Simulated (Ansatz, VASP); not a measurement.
BN in VASP and in Ansatz

Contents of INCAR:

```
  PREC = Accurate
  ENCUT = 520
  EDIFF = 1E-7
  ISMEAR = 0
  SIGMA = 0.05
  LREAL = F
  LASPH = T
  NELM = 100
  ALGO = Normal
  ISIF = 2
  LWAVE = F
  LCHARG = F
  GGA = PE
  NBANDS = 16
```

The input KPOINTS:

```
Automatic mesh
0
Gamma
  12 12 6
```

The input POSCAR:

```
BN
1.0
    2.5545800962      0.0000000000      0.0574780522
   -1.2772900481      2.2123312593     -0.0287390261
    0.0950515771      0.0000000000      4.2245145363
B N
2 2
Direct
    0.6666666667      0.3333333333      0.9998058548
    0.3333333333      0.6666666667      0.4998058548
    0.6666666667      0.3333333333      0.6251941452
    0.3333333333      0.6666666667      0.1251941452
```

Input for Ansatz:

```yaml
crystal:
  lattice:
    - [2.5545800962, 0.0, 0.0574780522]
    - [-1.2772900481, 2.2123312593, -0.0287390261]
    - [0.0950515771, 0.0, 4.2245145363]
  atoms:
    - { symbol: B, position: [0.6666666667, 0.3333333333, 0.9998058548] }
    - { symbol: B, position: [0.3333333333, 0.6666666667, 0.4998058548] }
    - { symbol: "N", position: [0.6666666667, 0.3333333333, 0.6251941452] }
    - { symbol: "N", position: [0.3333333333, 0.6666666667, 0.1251941452] }
basis:
  ecutwfc: 420
kpoints:
  mp_grid: { grid: [12, 12, 6] }
hamiltonian:
  xc: pbe
scf:
  occupations: { method: gaussian, width: 0.05 }
output:
  forces: true
  stress: true
  eigenvalues: true
```

Change from the starting cell: strain +0.0450 x Voigt [0, 0, 0, 0, 1, 0], atoms carried along.

Alike in both runs: task single point; functional PBE; k mesh 12 × 12 × 6; occupations gaussian, width 0.05 eV; no spin polarisation.

|  | VASP | Ansatz |
| --- | --- | --- |
| version | VASP 6.6.1 | Ansatz 0.2.0 |
| potentials or method | VASP PAW PBE potentials, release 64 (B, N) | scalar-relativistic, plane waves, PAW |
| plane-wave cutoff (eV) | 520 | 420 |
| valence electrons in the cell | 16 | 16 |

```csv
,VASP,Ansatz,Ansatz less VASP
gap on the k mesh at the Fermi level (eV),5.14,5.15,+0.016
least direct gap on the mesh (eV),8.12,8.13,+0.009
pressure (GPa),0.6,0.4,-0.24
largest component of the traceless stress (GPa),15.01,14.96,-0.051
rms of the force components (eV/Å),0.066,0.063,-0.0026
```

Atom by atom the forces differ by 0.003 eV/Å (rms over components).

A k mesh can miss the band edges.
